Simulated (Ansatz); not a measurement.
The system is CuO (Tenorite).

```
CELL_PARAMETERS angstrom
2.34185 -1.71130 0.00000
2.34185 1.71130 0.00000
-0.85003 0.00000 5.05787
ATOMIC_POSITIONS crystal
Cu 0.50000 0.00000 0.50000
Cu 0.00000 0.50000 0.00000
O 0.41840 0.58160 0.75000
O 0.58160 0.41840 0.25000
```

| Quantity | Value |
| --- | --- |
| Program | Ansatz 0.2.0 |
| Task | relaxation of cell and atoms |
| Functional | revPBE |
| Potentials or basis | Ansatz PAW |
| Cutoff | 420 eV (not typed: the program's choice for these potentials) |
| k mesh | 10 × 10 × 5 |
| Occupations | fermi-dirac, width 0.05 eV |
| Spin | no spin polarisation |

At the start: volume 10.13 Å³/atom.

Where does the relaxation end?

It ends after 23 steps and the volume is 11.50 Å³/atom (+13.4 %); space group P4_2/mmc (No. 131, to 0.05 Å).

The path:
| step | energy change (eV) | largest force (eV/Å) | volume (Å³) |
| --- | --- | --- | --- |
| 1 | 0.0000 | 0.2106 | 40.54 |
| 2 | -0.0960 | 0.2235 | 42.47 |
| 3 | -0.1470 | 0.1098 | 44.49 |
| 4 | -0.1587 | 0.0122 | 44.40 |
| 5 | -0.1651 | 0.0199 | 44.75 |
| 6 | -0.1667 | 0.0032 | 44.59 |
| 7 | -0.1667 | 0.0002 | 44.61 |
| 8 | -0.2228 | 0.0018 | 44.61 |
| 9 | -0.2471 | 0.0060 | 45.33 |
| 10 | -0.2536 | 0.0251 | 45.80 |
| 11 | -0.2546 | 0.0004 | 45.72 |
| 12 | -0.2545 | 0.0001 | 45.75 |
| 13 | -0.2545 | 0.0002 | 45.74 |
| 14 | -0.2690 | 0.0020 | 45.74 |
| 15 | -0.2728 | 0.0007 | 45.89 |
| 16 | -0.2733 | 0.0002 | 45.96 |
| 17 | -0.2733 | 0.0001 | 45.95 |
| 18 | -0.2753 | 0.0003 | 45.95 |
| 19 | -0.2756 | 0.0001 | 45.98 |
| 20 | -0.2756 | 0.0000 | 45.98 |
| 21 | -0.2758 | 0.0000 | 45.98 |
| 22 | -0.2759 | 0.0000 | 45.98 |
| 23 | -0.2759 | 0.0001 | 45.98 |

Final structure:
```yaml
crystal:
  lattice:
    - [2.10222, -2.10506, 0.16508]
    - [2.10222, 2.10506, 0.16508]
    - [-0.40650, 0.00000, 5.16352]
  atoms:
    - { symbol: Cu, position: [0.50000, 0.00000, 0.50000] }
    - { symbol: Cu, position: [0.00000, 0.50000, 0.00000] }
    - { symbol: O, position: [0.49996, 0.50004, 0.75000] }
    - { symbol: O, position: [0.50004, 0.49996, 0.25000] }
```

Caveat: the plane-wave basis is chosen anew once the cell has moved, so the energies of steps on either side of that aren't comparable; the pressure holds a Pulay correction of +0.6 GPa for the finite cutoff; the run has no spin polarisation, though such a crystal can be magnetic; the PAW data sets come from PBE, with cores solved anew for the run's functional, which leaves a small shift of forces and pressure.
